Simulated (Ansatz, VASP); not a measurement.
# MgS: VASP beside Ansatz

Contents of INCAR:

```
  ALGO = Normal
  EDIFF = 1E-7
  ENCUT = 520
  GGA = PS
  ISIF = 2
  ISMEAR = -1
  LASPH = True
  LCHARG = False
  LREAL = False
  LWAVE = False
  NBANDS = 11
  NELM = 100
  PREC = Accurate
  SIGMA = 0.05
```

KPOINTS

```
k-points
0
Gamma
  7 7 7
```

The input POSCAR:

```
MgS
1.0
    0.0000000000      2.8897824477      2.8331200468
    2.8897824477      0.0000000000      2.8331200468
    2.8897824477      2.8897824477      0.0000000000
S Mg
1 1
Direct
    0.2500000000      0.2500000000      0.2500000000
    0.0000000000      0.0000000000      0.0000000000
```

File input.yaml:

```yaml
crystal:
  lattice:
    - [0.0, 2.8897824477, 2.8331200468]
    - [2.8897824477, 0.0, 2.8331200468]
    - [2.8897824477, 2.8897824477, 0.0]
  atoms:
    - { symbol: S, position: [0.25, 0.25, 0.25] }
    - { symbol: Mg, position: [0.0, 0.0, 0.0] }
hamiltonian:
  xc: pbesol
  pseudopotentials: { kind: paw }
kpoints:
  mp_grid: { grid: [7, 7, 7] }
  band_path:
    path:
      - [[0.0, 0.0, 0.0], [0.0, 0.5, 0.5], [0.2601, 0.5, 0.7601], [0.38005, 0.38005, 0.7601], [0.0, 0.0, 0.0], [-0.5, -0.5, 0.0], [-0.38005, -0.38005, 0.2399], [0.0, 0.0, 0.5], [-0.25, 0.25, 0.5], [-0.5, -0.2601, 0.2399], [-0.5, -0.5, 0.0]]
      - [[0.0, 0.5, 0.5], [-0.25, 0.25, 0.5]]
    npoints: 14
scf:
  occupations: { method: fermi_dirac, width: 0.05 }
  n_extra_bands: 6
output:
  forces: true
  stress: true
  eigenvalues: true
  fatbands: false
  write_density: true
  write_potential: true
  elf: true
  volumetric_format: npy
```

The cell comes from a database or a generator and needn't be the stable form of this composition.

Alike in both runs: functional PBEsol; k mesh 7 × 7 × 7; occupations fermi-dirac, width 0.05 eV; no spin polarisation.

|  | VASP | Ansatz |
| --- | --- | --- |
| version | VASP 6.6.1 | Ansatz 0.2.0 |
| potentials or method | VASP PAW PBE potentials, release 64 (S, Mg) | Ansatz PAW |
| plane-wave cutoff (eV) | 520 | 420 |
| valence electrons in the cell | 8 | 16 |
| task | single point | band structure |

|  | VASP | Ansatz | Ansatz less VASP |
| --- | --- | --- | --- |
| gap on the k mesh at the Fermi level (eV) | 3.06 | 3.06 | -0.001 |
| least direct gap on the mesh (eV) | 3.06 | 3.06 | -0.001 |
| pressure (GPa) | -2.6 | -2.5 | +0.10 |
| largest component of the traceless stress (GPa) | 0.28 | 0.28 | -0.002 |

The two sets of potentials don't hold the same shells in valence.

Caveats: the PAW data sets were made with another functional, which shifts forces and pressure a little (VASP); the PAW data sets come from PBE, with cores solved anew for the run's functional, which leaves a small shift of forces and pressure (Ansatz). Expect the measured gap to be larger: semilocal functionals such as PBEsol lack the derivative discontinuity.
